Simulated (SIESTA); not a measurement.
# TiO2 (P4_2/mnm) in SIESTA: a series of runs, part 2 of 2

SIESTA 5.4.2.

## 5. Band structure, PBE

run.py

```python
from ase import Atoms
from ase.calculators.siesta import Siesta
from ase.units import Ry, GPa

atoms = Atoms(
    ['Ti', 'Ti', 'O', 'O', 'O', 'O'],
    cell=[
        [4.5998373239, 0.0, 0.0],
        [0.0, 4.5998373239, 0.0],
        [0.0, 0.0, 2.95921356],
    ],
    scaled_positions=[
        [0.0, 0.0, 0.5],
        [0.5, 0.5, 0.0],
        [0.30432132, 0.30432132, 0.5],
        [0.19567868, 0.80432132, 0.0],
        [0.80432132, 0.19567868, 0.0],
        [0.69567868, 0.69567868, 0.5],
    ],
    pbc=True,
)

fdf = {
    'SCFMustConverge': False,
    'OccupationFunction': 'FD',
    'ElectronicTemperature': '0.05 eV',
    'MaxSCFIterations': '120',
    'SCF.Mixer.Method': 'Pulay',
    'SCF.Mixer.Weight': '0.25',
    'SCF.Mixer.History': '8',
    'SCF.DM.Tolerance': '5.0e-05',
    'SCF.H.Tolerance': '1.0e-03 eV',
    'WriteForces': 'true',
    'Charge.Mulliken': 'end',
    'BandLinesScale': 'ReciprocalLatticeVectors',
    'BandLines': ['  1    0.000000   0.000000   0.000000  \\Gamma', '  7    0.000000   0.500000   0.000000  X', '  7    0.500000   0.500000   0.000000  M', ' 10    0.000000   0.000000   0.000000  \\Gamma', ' 11    0.000000   0.000000   0.500000  Z', '  7    0.000000   0.500000   0.500000  R', '  7    0.500000   0.500000   0.500000  A', ' 10    0.000000   0.000000   0.500000  Z', '  1    0.000000   0.500000   0.000000  X', ' 11    0.000000   0.500000   0.500000  R', '  1    0.500000   0.500000   0.000000  M', ' 11    0.500000   0.500000   0.500000  A'],
}
calc = Siesta(
    label="TiO2",
    command="siesta < PREFIX.fdf > PREFIX.out",
    pseudo_path="pseudos",
    pseudo_qualifier="",
    xc=('GGA', 'PBE'),
    basis_set="DZP",
    mesh_cutoff=800 * Ry,
    energy_shift=0.002 * Ry,
    kpts=[6, 6, 9],
    spin="non-polarized",
    fdf_arguments=fdf,
)
atoms.calc = calc

print(f"energy = {atoms.get_potential_energy():.6f} eV")
free = atoms.get_potential_energy(force_consistent=True)
print(f"free energy = {free:.6f} eV")
print("forces (eV/A):")
print(atoms.get_forces(apply_constraint=False).round(6))
print("stress (GPa, Voigt order, tension positive):", (atoms.get_stress() / GPa).round(4))
```

Potentials or basis: PseudoDojo 0.5 standard (PBE files), DZP (energy shift 0.002 Ry).

On the command line:

```
$ python run.py
```

Run time: 2.3 min. Hardware: 1 thread of Arm Neoverse V1, shared host; peak memory 0.49 GiB.

Results (log left out):

```yaml
Free_energy: -5038.0287 eV
Pressure: 6.6 GPa
Largest_force: 0.041 eV/Å
Band_gap_on_the_k_mesh: 1.69 eV, direct
Band_gap_along_the_path: 1.69 eV, direct
```

Forces in eV/Å, atoms in the order of the input:
```
Ti   0.000  0.000  0.000
Ti   0.000  0.000  0.000
O   -0.029 -0.029  0.000
O    0.029 -0.029  0.000
O   -0.029  0.029  0.000
O    0.029  0.029  0.000
```

Stress tensor (GPa, compression positive):
```
6.21 0.00 0.00
0.00 6.21 0.00
0.00 0.00 7.37
```

Levels at the corners of the path, in eV from the valence-band top:
```csv
point,band 21,band 22,band 23,band 24,band 25,band 26,band 27,band 28
Γ,-0.73,-0.45,-0.45,0.00,1.69,1.98,2.26,2.31
X,-1.70,-1.70,-0.74,-0.74,2.38,2.38,2.86,2.86
M,-1.33,-1.33,-1.10,-1.10,1.73,1.73,2.34,2.34
Γ,-0.73,-0.45,-0.45,0.00,1.69,1.98,2.26,2.31
Z,-2.37,-2.37,-1.48,-1.48,2.86,2.86,2.99,2.99
R,-2.10,-2.10,-1.01,-1.01,1.75,1.75,3.01,3.01
A,-1.30,-1.30,-0.69,-0.69,2.48,2.48,3.04,3.04
Z,-2.37,-2.37,-1.48,-1.48,2.86,2.86,2.99,2.99
X,-1.70,-1.70,-0.74,-0.74,2.38,2.38,2.86,2.86
R,-2.10,-2.10,-1.01,-1.01,1.75,1.75,3.01,3.01
M,-1.33,-1.33,-1.10,-1.10,1.73,1.73,2.34,2.34
A,-1.30,-1.30,-0.69,-0.69,2.48,2.48,3.04,3.04
```

Caveat: semicore shells carry a single zeta, which can move pressures by several GPa and volumes by a few percent; the basis of atomic orbitals isn't converged, which shifts pressures, moduli and gaps.

## 6. Equation of state, PBE

run.py

```python
from ase import Atoms
from ase.calculators.siesta import Siesta
from ase.units import Ry, GPa
from ase.eos import EquationOfState

atoms = Atoms(
    ['Ti', 'Ti', 'O', 'O', 'O', 'O'],
    cell=[
        [4.5998373239, 0.0, 0.0],
        [0.0, 4.5998373239, 0.0],
        [0.0, 0.0, 2.95921356],
    ],
    scaled_positions=[
        [0.0, 0.0, 0.5],
        [0.5, 0.5, 0.0],
        [0.30432132, 0.30432132, 0.5],
        [0.19567868, 0.80432132, 0.0],
        [0.80432132, 0.19567868, 0.0],
        [0.69567868, 0.69567868, 0.5],
    ],
    pbc=True,
)

fdf = {
    'SCFMustConverge': False,
    'OccupationFunction': 'FD',
    'ElectronicTemperature': '0.05 eV',
    'MaxSCFIterations': '120',
    'SCF.Mixer.Method': 'Pulay',
    'SCF.Mixer.Weight': '0.25',
    'SCF.Mixer.History': '8',
    'SCF.DM.Tolerance': '5.0e-05',
    'SCF.H.Tolerance': '1.0e-03 eV',
    'WriteForces': 'true',
    'Charge.Mulliken': 'end',
}
calc = Siesta(
    label="TiO2",
    command="siesta < PREFIX.fdf > PREFIX.out",
    pseudo_path="pseudos",
    pseudo_qualifier="",
    xc=('GGA', 'PBE'),
    basis_set="SZ",
    mesh_cutoff=800 * Ry,
    energy_shift=0.002 * Ry,
    kpts=[4, 4, 6],
    spin="non-polarized",
    fdf_arguments=fdf,
)
atoms.calc = calc

cell0 = atoms.cell.copy()
volumes, energies = [], []
for x in [0.94, 0.96, 0.98, 1.0, 1.02, 1.04, 1.06]:
    atoms.set_cell(cell0 * x ** (1 / 3), scale_atoms=True)
    volumes.append(atoms.get_volume() / len(atoms))
    energies.append(atoms.get_potential_energy(force_consistent=True) / len(atoms))
    print(f"V = {volumes[-1]:.5f} A^3/atom   F = {energies[-1]:.6f} eV/atom", flush=True)
v0, e0, b0 = EquationOfState(volumes, energies, eos="birchmurnaghan").fit()
print(f"v0 = {v0:.4f} A^3/atom, e0 = {e0:.5f} eV/atom, B0 = {b0 / GPa:.1f} GPa")
```

Potentials or basis: PseudoDojo 0.4 standard (PBE files), SZ (energy shift 0.002 Ry).

On the command line:

```
$ python run.py
```

It took 2.2 min on 1 thread of AMD EPYC 9R45 (Zen 5), shared host; peak memory 0.35 GiB.

It converged, with:

```yaml
Equilibrium_volume: 10.52 Å³/atom
Bulk_modulus_at_fixed_shape_and_positions: 245 GPa
Pressure_derivative_of_the_bulk_modulus: 4.5
```

Energy against volume, from the lowest point:
```csv
volume (Å³/atom),energy (meV/atom)
9.809,40.73
10.018,19.25
10.227,5.93
10.435,0.00
10.644,0.71
10.853,7.32
11.062,19.23
```

Caveat: the basis has no polarisation orbitals; the cell was scaled at fixed shape and fractional positions, which overstates the stiffness of a crystal with free parameters, most of all of layers and chains; the basis of atomic orbitals isn't converged, which shifts pressures, moduli and gaps.

## 7. The runs side by side

```csv
task,level,potentials or basis,k mesh,gap on the mesh (eV),pressure (GPa),largest force (eV/Å)
band structure,B86bPBE,"PseudoDojo 0.4 standard (PBE files), DZP (energy shift 0.002 Ry)",6 × 6 × 9,1.69,7.6,0.05
band structure,RPBE,"PseudoDojo 0.4 standard (PBE files), DZP (energy shift 0.002 Ry)",6 × 6 × 9,1.70,10.8,0.06
band structure,APBE,"PseudoDojo 0.4 standard (PBE files), DZP (energy shift 0.002 Ry)",6 × 6 × 9,1.69,9.0,0.06
band structure,PBE,"PseudoDojo 0.5 standard (PBE files), DZP (energy shift 0.002 Ry)",6 × 6 × 9,1.69,6.6,0.04
equation of state,PBE,"PseudoDojo 0.4 standard (PBE files), SZ (energy shift 0.002 Ry)",4 × 4 × 6,-,-,-
```

Alike in all rows: no spin polarisation; cell as given; smearing fermi-dirac 0.05 eV; grid cutoff 800 Ry; energy shift 0.002 Ry.

Caveats: the basis of atomic orbitals isn't converged, which shifts pressures, moduli and gaps; semicore shells carry a single zeta, which can move pressures by several GPa and volumes by a few percent (some runs); the potentials were made for another functional, which shifts forces and pressure (some runs); the basis has no polarisation orbitals (some runs); the cell was scaled at fixed shape and fractional positions, which overstates the stiffness of a crystal with free parameters, most of all of layers and chains (some runs).

Total energies depend on the potentials used, so only differences within one code and one set of settings carry meaning.

## 8. How close it comes

Step 2. Against the measured gap of TiO2, 3.03 eV (direct; 1.6 K; quoted in “Shallow Valence Band of Rutile GeO2 and P-type Doping”, 2020, arxiv:2011.08928), the calculated 1.69 eV is off by -1.34 eV. 2 values of this kind are on record in papers (3.03 to 3.05 eV); this one was drawn at random among those near their median. The value is that of B86bPBE in an atomic basis (PseudoDojo 0.4 standard (PBE files), DZP (energy shift 0.002 Ry)), whose error adds to the functional's,, without temperature or zero-point motion. The cell is a database's relaxed one, not the measured one, which moves gaps too.

Step 3. Against the measured gap of TiO2, 3.03 eV (direct; 1.6 K; quoted in “Shallow Valence Band of Rutile GeO2 and P-type Doping”, 2020, arxiv:2011.08928), the calculated 1.70 eV is off by -1.33 eV. 2 values of this kind are on record in papers (3.03 to 3.05 eV); this one was drawn at random among those near their median. The value is that of RPBE in an atomic basis (PseudoDojo 0.4 standard (PBE files), DZP (energy shift 0.002 Ry)), whose error adds to the functional's,, without temperature or zero-point motion. Semilocal functionals fall short of measured gaps as a rule. The cell is a database's relaxed one, not the measured one, which moves gaps too.

Step 4. Measured gap of TiO2: 3.03 eV (direct; 1.6 K; quoted in “Shallow Valence Band of Rutile GeO2 and P-type Doping”, 2020, arxiv:2011.08928). This calculation gives 1.69 eV (-1.34 eV). 2 values of this kind are on record in papers (3.03 to 3.05 eV); this one was drawn at random among those near their median. The value is that of APBE in an atomic basis (PseudoDojo 0.4 standard (PBE files), DZP (energy shift 0.002 Ry)), whose error adds to the functional's,, without temperature or zero-point motion. The cell is a database's relaxed one, not the measured one, which moves gaps too.

Step 5. Measured gap of TiO2: 3.03 eV (direct; 1.6 K; quoted in “Shallow Valence Band of Rutile GeO2 and P-type Doping”, 2020, arxiv:2011.08928). This calculation gives 1.69 eV (-1.34 eV). 2 values of this kind are on record in papers (3.03 to 3.05 eV); this one was drawn at random among those near their median. The value is that of PBE in an atomic basis (PseudoDojo 0.5 standard (PBE files), DZP (energy shift 0.002 Ry)), whose error adds to the functional's,, without temperature or zero-point motion. Semilocal functionals fall short of measured gaps as a rule. The cell is a database's relaxed one, not the measured one, which moves gaps too.
